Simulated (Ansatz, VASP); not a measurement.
# SnSe: VASP beside Ansatz

INCAR

```
PREC = Accurate
ENCUT = 520
EDIFF = 1E-6
ISMEAR = -1
SIGMA = 0.05
LREAL = False
LASPH = True
NELM = 100
ALGO = Normal
ISIF = 2
LWAVE = False
LCHARG = False
NBANDS = 28
```

Contents of KPOINTS:

```
Automatic mesh
0
Gamma
  6 6 3
```

File POSCAR:

```
SnSe
1.0
    4.2565659658      0.0000000000      0.0000000000
    0.0000000000      4.2565659658      0.0000000000
    0.0000000000      0.0000000000     10.9169268730
Sn Se
2 2
Direct
    0.0000000000      0.5000000000      0.6277708900
    0.5000000000      0.0000000000      0.3722291100
    0.0000000000      0.5000000000      0.3839605100
    0.5000000000      0.0000000000      0.6160394900
```

Contents of input.yaml:

```yaml
crystal:
  lattice:
    - [4.2565659658, 0.0, 0.0]
    - [0.0, 4.2565659658, 0.0]
    - [0.0, 0.0, 10.916926873]
  atoms:
    - { symbol: Sn, position: [0.0, 0.5, 0.62777089] }
    - { symbol: Sn, position: [0.5, 0.0, 0.37222911] }
    - { symbol: Se, position: [0.0, 0.5, 0.38396051] }
    - { symbol: Se, position: [0.5, 0.0, 0.61603949] }
hamiltonian:
  xc: lda
  pseudopotentials: { kind: paw }
kpoints:
  mp_grid: { grid: [6, 6, 3] }
scf:
  occupations: { method: fermi_dirac, width: 0.05 }
output:
  forces: true
  stress: true
  eigenvalues: true
  write_density: true
  write_potential: true
  elf: true
  volumetric_format: npy
```

Alike in both runs: task single point; functional LDA; k mesh 6 × 6 × 3; occupations fermi-dirac, width 0.05 eV; no spin polarisation.

|  | VASP | Ansatz |
| --- | --- | --- |
| version | VASP 6.6.1 | Ansatz 0.2.0 |
| potentials or method | VASP PAW LDA potentials, release 64 (Sn_d, Se) | Ansatz PAW |
| plane-wave cutoff (eV) | 520 | 420 |
| valence electrons in the cell | 40 | 60 |

|  | VASP | Ansatz | Ansatz less VASP |
| --- | --- | --- | --- |
| gap on the k mesh at the Fermi level (eV) | 1.43 | 1.45 | +0.014 |
| least direct gap on the mesh (eV) | 1.43 | 1.45 | +0.014 |
| rms of the force components (eV/Å) | 0.050 | 0.053 | +0.0027 |

Atom by atom the forces differ by 0.014 eV/Å (rms over components). The two sets of potentials don't hold the same shells in valence.

Caveats: spin-orbit coupling is left out, which moves the levels of the heavy elements; odd divisions of the mesh miss points on the zone boundary, where band edges often lie, so the gap on the mesh can be too wide (Ansatz); the PAW data sets come from PBE, with cores solved anew for the run's functional, which leaves a small shift of forces and pressure (Ansatz).
